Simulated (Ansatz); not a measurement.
**What a change of settings does to a run on MnSb**

The cell was built from the rocksalt type and relaxed in the same program, and has space group Fm-3m; it needn't be a known or the stable phase.

First run: DFT, PBE, all-electron LAPW, scalar-relativistic (Ansatz 0.2.0).

Command: `ansatz run input.yaml --threads 1 --pin off --max-ram 3072MiB --backend cpu --events-out ev --progress --plain --runs-dir out` The run took 61 s on 1 thread of Arm Neoverse V2, on a shared host.

```yaml
crystal:
  lattice:
    - [0.0, 2.7858175354, 2.7858175354]
    - [2.7858175354, 0.0, 2.7858175354]
    - [2.7858175354, 2.7858175354, 0.0]
  atoms:
    - { symbol: Mn, position: [0.0, 0.0, 0.0], spin: 4.0 }
    - { symbol: Sb, position: [0.5, 0.5, 0.5] }
magnetization:
  spin_polarized: true
kpoints:
  mp_grid: { grid: [11, 11, 11] }
  band_path:
    path:
      - [0.0, 0.0, 0.0]
      - [0.5, 0.0, 0.5]
      - [0.625, 0.25, 0.625]
      - [0.375, 0.375, 0.75]
      - [0.0, 0.0, 0.0]
      - [0.5, 0.5, 0.5]
      - [0.5, 0.25, 0.75]
      - [0.5, 0.0, 0.5]
    npoints: 14
scf:
  occupations: { method: fermi_dirac, width: 0.03 }
hamiltonian:
  xc: pbe
  pseudopotentials: { kind: all_electron, lapw: { basis_error: 0.001 } }
output:
  forces: true
  stress: true
  eigenvalues: true
  fatbands: true
  populations: true
  dos: { projected: true, de: 0.2, e_range: [-14, 8] }
```

Result: converged; pressure 0.06 GPa; moment 3.79 μB; 12 SCF iterations.

Spin–orbit coupling is left out, though it moves levels of the heavy atoms by tenths of an eV or more.

The input is then changed:

```diff
@@ -10,5 +10,5 @@
   spin_polarized: true
 kpoints:
-  mp_grid: { grid: [11, 11, 11] }
+  mp_grid: { grid: [16, 16, 16] }
   band_path:
     path:
@@ -31,6 +31,4 @@
   stress: true
   eigenvalues: true
-  fatbands: true
   populations: true
-  dos: { projected: true, de: 0.2, e_range: [-14, 8] }
```

Question: What does the second run give?

Answer: It converged; energy at zero smearing +1.1 meV/atom from the first run; pressure 0.34 GPa; moment 3.84 μB; 12 SCF iterations.
